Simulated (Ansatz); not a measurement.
Yb in Ansatz: the effect of functional

Yb:

```
CELL_PARAMETERS angstrom
0.00000 2.68710 2.68710
2.68710 0.00000 2.68710
2.68710 2.68710 0.00000
ATOMIC_POSITIONS crystal
Yb 0.00000 0.00000 0.00000
```

The cell isn't the ideal one: volume scaled by 0.94.

Alike in all runs:

```yaml
Program: Ansatz 0.2.0
Task: single point
Potentials_or_basis: Ansatz PAW
k_mesh: 8 × 8 × 8
Occupations: fermi-dirac, width 0.05 eV
Spin: collinear spin, ferromagnetic start
Starting_moments: "[1.0] μB"
```

| functional | cutoff | pressure (GPa) |
| --- | --- | --- |
| LDA | 420 eV (not typed: the program's choice for these potentials) | ? |
| r2SCAN | 500 eV (not typed: the program's choice for these potentials) | -1.7 |
| PBE | 420 eV (not typed: the program's choice for these potentials) | -1.4 |

Q: What does the run with functional LDA give?

A: Pressure -4.1 GPa.

Caveats: the starting moments weren't kept; the PAW data sets come from PBE, with cores solved anew for the run's functional, which leaves a small shift of forces and pressure (some runs); the magnetic or orbital state may not be the lowest (some runs).
